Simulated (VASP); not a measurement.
Write the native input for VASP 6.6.1 that does the following.

```yaml
Task: single point
Functional: PBE
Dispersion: D3(BJ)
Potentials_or_basis: VASP PAW PBE potentials, release 64 (O, H, C)
Cutoff: 520 eV
k_mesh: 1 × 1 × 1
Occupations: fermi-dirac, width 0.05 eV
Spin: no spin polarisation
Dipole_correction: no
Further_INCAR_settings: LREAL = Auto; ALGO = Fast; EDIFF = 1e-06; NBANDS = 37
```

The structure of H8CO6 lies in POSCAR:

```
H8CO6
1.0
    5.7082670000      0.0000000000      0.0000000000
    0.0000000000      5.7082670000      0.0000000000
    0.0000000000      0.0000000000      5.7082670000
O H C
6 8 1
Direct
    0.3070531712      0.0543931484      0.4292241565
    0.7828653019      0.9275422017      0.9193646451
    0.1118808582      0.7028799715      0.1871731990
    0.5445374514      0.3077608649      0.0980150880
    0.6903827118      0.6153365026      0.4828877614
    1.0082170099      0.4424221296      0.6731719732
    0.2026547595      0.1537720929      0.5199005299
    0.3910251479      0.1601629823      0.3187525069
    0.9040785231      0.8462852957      1.0162376257
    0.6515850430      0.8183887445      0.9130614473
    0.2325537897      0.6002084712      0.1242160461
    0.1930883329      0.8272471878      0.2816779678
    0.6409125275      0.1796379998      0.0274013276
    0.6568867131      0.4066811898      0.1797244584
    0.8514531589      0.5317504173      0.5773407672
```

The cell was built by a generator and needn't be a form met in nature.

One way to write it, as run:

INCAR

```
PREC = Accurate
ENCUT = 520
EDIFF = 1E-6
ISMEAR = -1
SIGMA = 0.05
LREAL = Auto
LASPH = T
NELM = 100
ALGO = Fast
ISIF = 2
LWAVE = F
LCHARG = F
GGA = PE
IVDW = 12
NBANDS = 37
```

KPOINTS

```
regular mesh
0
Gamma
  1 1 1
```

Potentials or basis: VASP PAW PBE potentials, release 64 (O, H, C).

The run is started by

```console
$ cat potpaw_PBE.64/O/POTCAR potpaw_PBE.64/H/POTCAR potpaw_PBE.64/C/POTCAR > POTCAR
$ mpirun -np 1 vasp_gam > vasp.out
```

It gave:

```json
{
 "Pressure": "0.1 GPa",
 "Largest force": "1.026 eV/Å",
 "Band gap on the k mesh": "4.88 eV, direct",
 "Dispersion energy per atom": "-0.035 eV"
}
```

Caveat: the standard files for N, O and F lose accuracy on very short bonds.

Wall time 27 s on 1 thread of AMD EPYC 7R43 64-Core Processor (Zen 3) (shared host), peak memory 0.21 GiB.
